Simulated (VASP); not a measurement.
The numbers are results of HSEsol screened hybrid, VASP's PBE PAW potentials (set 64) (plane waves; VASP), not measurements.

A VASP calculation is set up with these files.

File POSCAR:
```
LiI
1
    0.0000000000     3.0398039185     3.0398039185
    3.0398039185     0.0000000000     3.0398039185
    3.0398039185     3.0398039185     0.0000000000
Li I
1 1
Direct
  0.0000000000   0.0000000000   0.0000000000
  0.5000000000   0.5000000000   0.5000000000
```

KPOINTS:
```
Regular mesh
0
G
6 6 6
0 0 0
```

**INCAR**
```
# general
SYSTEM   = LiI
PREC     = Accurate
ENCUT    = 520
LREAL    = F
LASPH    = T
ISYM     = 3

# electronic loop
EDIFF    = 1E-6
NELM     = 60
ALGO     = Normal
LMAXMIX  = 4

# smearing
ISMEAR   = 0
SIGMA    = 0.05

# functional
GGA      = PS
LHFCALC  = T
AEXX     = 0.25
HFSCREEN = 0.2
PRECFOCK = Fast

# ions
ISIF     = 2

# output
LWAVE    = F
LCHARG   = F
```

POTCAR, in this order: Li_sv I (PBE.64 set). Program: vasp_std. Read from the step before: WAVECAR.

Output

### OUTCAR
```
 ion  position               nearest neighbor table
   1  0.000  0.000  0.000-   2 3.04   2 3.04   2 3.04   2 3.04   2 3.04   2 3.04
   2  0.500  0.500  0.500-   1 3.04   1 3.04   1 3.04   1 3.04   1 3.04   1 3.04
  LATTYP: Found a face centered cubic cell.
 ALAT       =     6.0796078370
 Subroutine PRICEL returns:
 Original cell was already a primitive cell.
 Subroutine GETGRP returns: Found 48 space group operations
The static configuration has the point symmetry O_h .
The dynamic configuration has the point symmetry O_h .
 Subroutine INISYM returns: Found 48 space group operations
 Subroutine IBZKPT returns following result:
 Found     16 irreducible k-points:

 Following reciprocal coordinates:
            Coordinates               Weight
  0.000000  0.000000  0.000000      1.000000
  0.166667  0.000000  0.000000      8.000000
  0.333333  0.000000  0.000000      8.000000
  0.500000  0.000000  0.000000      4.000000
  0.166667  0.166667  0.000000      6.000000
  0.333333  0.166667  0.000000     24.000000
  0.500000  0.166667  0.000000     24.000000
 -0.333333  0.166667  0.000000     24.000000
 -0.166667  0.166667  0.000000     12.000000
  0.333333  0.333333  0.000000      6.000000
  0.500000  0.333333  0.000000     24.000000
 -0.333333  0.333333  0.000000     12.000000
  0.500000  0.500000  0.000000      3.000000
  0.500000  0.333333  0.166667     24.000000
 -0.333333  0.333333  0.166667     24.000000
 -0.333333  0.500000  0.166667     12.000000
 Subroutine IBZKPT_HF returns following result:
   k-points           NKPTS =     16   k-points in BZ     NKDIM =    216   number of bands    NBANDS=      9
   number of dos      NEDOS =    301   number of ions     NIONS =      2
   total plane-waves  NPLWV =  32768
   dimension x,y,z NGX =    32 NGY =   32 NGZ =   32
   dimension x,y,z NGXF=    64 NGYF=   64 NGZF=   64
   ions per type =               1   1
   PREC   = accura    normal or accurate (medium, high low for compatibility)
   ISTART =      1    job   : 0-new  1-cont  2-samecut
   ICHARG =      0    charge: 1-file 2-atom 10-const
   ISPIN  =      1    spin polarized calculation?
   LNONCOLLINEAR =      F non collinear calculations
   LSORBIT =      F    spin-orbit coupling
   INIWAV =      1    electr: 0-lowe 1-rand  2-diag
   ENCUT  =  520.0 eV  38.22 Ry    6.18 a.u.   7.99  7.99  7.99*2*pi/ulx,y,z
   NELM   =     60;   NELMIN=  2; NELMDL=  0     # of ELM steps
   EDIFF  = 0.1E-05   stopping-criterion for ELM
   LREAL  =      F    real-space projection
   NLSPLINE    = F    spline interpolate recip. space projectors
   LMAXMIX     =    4 max onsite mixed and CHGCAR
   VOSKOWN=      0    Vosko Wilk Nusair interpolation
   EDIFFG = 0.1E-04   stopping-criterion for IOM
   NSW    =      0    number of steps for IOM
   NBLOCK =      1;   KBLOCK =      1    inner block; outer block
   IBRION =     -1    ionic relax: 0-MD 1-quasi-New 2-CG
   NFREE  =      0    steps in history (QN), initial steepest desc. (CG)
   ISIF   =      2    stress and relaxation
   ISYM   =      3    0-nonsym 1-usesym 2-fastsym
   TEIN   =    0.0    initial temperature
   TEBEG  =    0.0;   TEEND  =   0.0 temperature during run
   SMASS  =  -3.00    Nose mass-parameter (am)
   PSTRESS=    0.0 pullay stress
   NELECT =      10.0000    total number of electrons
   EFERMI =   0.00;   METHOD = LEGACY
   ISMEAR =     0;   SIGMA  =   0.05  broadening in eV -4-tet -1-fermi 0-gaus
   IALGO  =     38    algorithm
   LDIAG  =      T    sub-space diagonalisation (order eigenvalues)
   IMIX   =      1    mixing-type and parameters
     AMIX     =   0.40;   BMIX     =  1.00
     AMIX_MAG =   1.60;   BMIX_MAG =  1.00
     AMIN     =   0.10
   GGA     = PS    functional components
   VOSKOWN =     0    Vosko Wilk Nusair interpolation
...
```

### OSZICAR
```
       N       E                     dE             d eps       ncg     rms          rms(c)
DAV:   1    -0.690206604538E+01   -0.69021E+01   -0.29261E-01   288   0.534E+00    0.304E+00
DAV:   2    -0.690339160195E+01   -0.13256E-02   -0.68463E-03   371   0.915E-01    0.190E+00
DAV:   3    -0.690305749175E+01    0.33411E-03   -0.17828E-04   393   0.112E-01    0.110E+00
DAV:   4    -0.690292062673E+01    0.13687E-03   -0.43969E-05   340   0.462E-02    0.632E-01
DAV:   5    -0.690286953488E+01    0.51092E-04   -0.17770E-05   384   0.288E-02    0.362E-01
DAV:   6    -0.690285135435E+01    0.18181E-04   -0.70232E-06   419   0.176E-02    0.209E-01
DAV:   7    -0.690284506500E+01    0.62894E-05   -0.24150E-06   337   0.107E-02    0.121E-01
DAV:   8    -0.690284289732E+01    0.21677E-05   -0.87293E-07   207   0.697E-03    0.702E-02
DAV:   9    -0.690284217548E+01    0.72184E-06   -0.55199E-07   204   0.555E-03
   1 F= -.69028422E+01 E0= -.69028422E+01  d E =-.149877E-25
```

File OUTCAR:
```
------------------------ aborting loop because EDIFF is reached ----------------------------------------
  FORCE on cell =-STRESS in cart. coord.  units (eV):
  Direction    XX          YY          ZZ          XY          YZ          ZX
  --------------------------------------------------------------------------------------
  Total       -0.5853055     -0.5853055     -0.5853055      0.0000000      0.0000000      0.0000000
  in kB      -16.6926968    -16.6926968    -16.6926968      0.0000000      0.0000000      0.0000000
  external PRESSURE =     -16.6926968 kB  Pullay stress =       0.0000000 kB
  volume of cell :       56.18
      direct lattice vectors                 reciprocal lattice vectors
     0.000000000  3.039803919  3.039803919    -0.164484294  0.164484294  0.164484294
     3.039803919  0.000000000  3.039803919     0.164484294 -0.164484294  0.164484294
     3.039803919  3.039803919  0.000000000     0.164484294  0.164484294 -0.164484294
 POSITION                                       TOTAL-FORCE (eV/Angst)
 -----------------------------------------------------------------------------------
      0.00000      0.00000      0.00000         0.000000      0.000000     -0.000000
      3.03980      3.03980      3.03980         0.000000     -0.000000      0.000000
 -----------------------------------------------------------------------------------
    total drift:                                0.000000      0.000000      0.000000
  FREE ENERGIE OF THE ION-ELECTRON SYSTEM (eV)
  ---------------------------------------------------
  free  energy   TOTEN  =        -6.9028421755 eV

  energy  without entropy=       -6.9028421755  energy(sigma->0) =       -6.90284218

  exchange ACFDT corr.  =         0.00000000  see jH, gK, PRB 81, 115126
```
(Selected blocks of OUTCAR.)

The compound is LiI in the rock salt structure. This cell is one point of a volume scan, at 1.03 of the reference volume. The cell's shape comes from a PBE relaxation.
